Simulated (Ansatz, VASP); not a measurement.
**PbF2 (Fluorocronite): VASP beside Ansatz**

```
Pb F
1.0
     0.00000    2.98329    2.98329
     2.98329    0.00000    2.98329
     2.98329    2.98329    0.00000
Pb F
1 2
Direct
  0.00000 0.00000 0.00000
  0.75000 0.75000 0.75000
  0.25000 0.25000 0.25000
```

Change from the starting cell: volume scaled by 1.02.

Alike in both runs: task single point; functional PBEsol; k mesh 8 × 8 × 8; occupations fermi-dirac, width 0.05 eV; no spin polarisation.

|  | VASP | Ansatz |
| --- | --- | --- |
| version | VASP 6.6.1 | Ansatz 0.2.0 |
| potentials or method | VASP PAW PBE potentials, release 64 (Pb_d, F) | Ansatz PAW |
| plane-wave cutoff (eV) | 520 | 420 |
| valence electrons in the cell | 28 | 28 |

|  | VASP | Ansatz | Ansatz less VASP |
| --- | --- | --- | --- |
| gap on the k mesh at the Fermi level (eV) | 4.31 | 4.31 | +0.006 |
| least direct gap on the mesh (eV) | 4.46 | 4.46 | +0.005 |
| pressure (GPa) | -2.6 | -2.4 | +0.22 |

Caveats: spin-orbit coupling is left out, which as a rule narrows the gap of such compounds by several tenths of an eV; the PAW data sets were made with another functional, which shifts forces and pressure a little (VASP); the pressure holds a Pulay correction of +0.5 GPa for the finite cutoff (Ansatz); the PAW data sets come from PBE, with cores solved anew for the run's functional, which leaves a small shift of forces and pressure (Ansatz). A k mesh can miss the band edges.
